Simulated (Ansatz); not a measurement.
# BN: the cost of one run

Program: Ansatz 0.2.0. Level of theory: DFT LDA, scalar-relativistic, plane waves, PAW. These are calculated values, not measurements.

### Step 1. The structure to begin with

It takes space group F-43m (No. 216, cubic). Conventional cell: a = 3.580 Å, b = 3.580 Å, c = 3.580 Å, α = 90.00°, β = 90.00°, γ = 90.00°. Around B (site symmetry -43m) lie 4 N at 1.55 Å. N (site symmetry -43m) has 4 B at 1.55 Å as nearest neighbours.

Coordinates:

```cif
data_structure
_symmetry_space_group_name_H-M 'F-43m'
_symmetry_Int_Tables_number 216
_cell_length_a 3.5800
_cell_length_b 3.5800
_cell_length_c 3.5800
_cell_angle_alpha 90.000
_cell_angle_beta 90.000
_cell_angle_gamma 90.000
_cell_volume 45.88
loop_
_atom_site_label
_atom_site_type_symbol
_atom_site_symmetry_multiplicity
_atom_site_Wyckoff_symbol
_atom_site_fract_x
_atom_site_fract_y
_atom_site_fract_z
_atom_site_occupancy
B1 B 4 a 0.00000 0.00000 0.00000 1
N1 N 4 c 0.25000 0.25000 0.25000 1
```

It goes back to an entry of the Materials Project.

This cell was relaxed beforehand with the same method: volume 5.74 Å³/atom, gap on the mesh 4.39 eV.

### Step 2. The scan

The energy is mapped over two homogeneous strains; x, y and z are the crystal's own axes (z along the conventional c), which in the input's Cartesian frame point along (1.00, 0.00, 0.00), (0.00, 0.00, -1.00), (0.00, 1.00, 0.00).

The axes are (1) engineering shear strain xz: 7 values from −30 to 30 %; (2) normal strain along z: 7 values from −7.00 %.

Nothing else is relaxed (fractional coordinates fixed). Energies count from the relaxed crystal. Points are written as (first, second).

### Step 3. Point (−20 %, −7.00 %)

input.yaml

```yaml
crystal:
  lattice:
    - [-0.1789997772, 1.6646979276, 1.7899977716]
    - [1.7899977716, -0.1789997772, 1.7899977716]
    - [1.6109979944, 1.4856981504, 0.0]
  atoms:
    - { symbol: B, position: [0.0, 0.0, 0.0] }
    - { symbol: "N", position: [0.75, 0.75, 0.75] }
basis:
  ecutwfc: 520.0
kpoints:
  mp_grid: { grid: [12, 12, 12] }
hamiltonian:
  xc: lda
  pseudopotentials: { kind: paw, azcp: { folder: soft_1 } }
scf:
  occupations: { method: gaussian, width: 0.05 }
output:
  forces: true
  stress: true
  eigenvalues: true
```

The run is started by

```
$ ansatz run input.yaml --threads 1 --pin off --max-ram 2048MiB --backend cpu --events-out ev --progress --plain --runs-dir out
```

**Question.** How long does this run take on 1 thread of Arm Neoverse N1, shared host, and how much memory does it need?

About 12 s, with a peak of 0.34 GiB.
